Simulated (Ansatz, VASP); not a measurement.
**Two plane-wave programs on AlNi**

```xyz
2
Lattice="2.8622 0.0000 0.0000 0.0000 2.8622 0.0000 0.0000 0.0000 2.8622" Properties=species:S:1:pos:R:3 pbc="T T T"
Al    0.0000    0.0000    0.0000
Ni    1.4311    1.4311    1.4311
```

Alike in both runs: functional PBEsol; k mesh 14 × 14 × 14; occupations gaussian, width 0.1 eV; no spin polarisation.

Ansatz relaxed the structure, and its values are those at the end. VASP's run is a single point on that final structure, the one shown.

|  | VASP | Ansatz |
| --- | --- | --- |
| version | VASP 6.6.1 | Ansatz 0.2.0 |
| potentials or method | VASP PAW PBE potentials, release 64 (Al, Ni) | scalar-relativistic, plane waves, PAW |
| plane-wave cutoff (eV) | 520 | 420 |
| valence electrons in the cell | 13 | 21 |

|  | VASP | Ansatz | Ansatz less VASP |
| --- | --- | --- | --- |
| gap on the k mesh at the Fermi level (eV) | none | none | - |
| pressure (GPa) | 0.2 | 0.0 | -0.13 |

A gap of «none» marks a metal or a gap that the smearing closes. The two sets of potentials don't hold the same shells in valence.

Caveats: the PAW data sets were made with another functional, which shifts forces and pressure a little (VASP). Spin polarisation is off, so any magnetic state and its effect on volume and gap are missing.
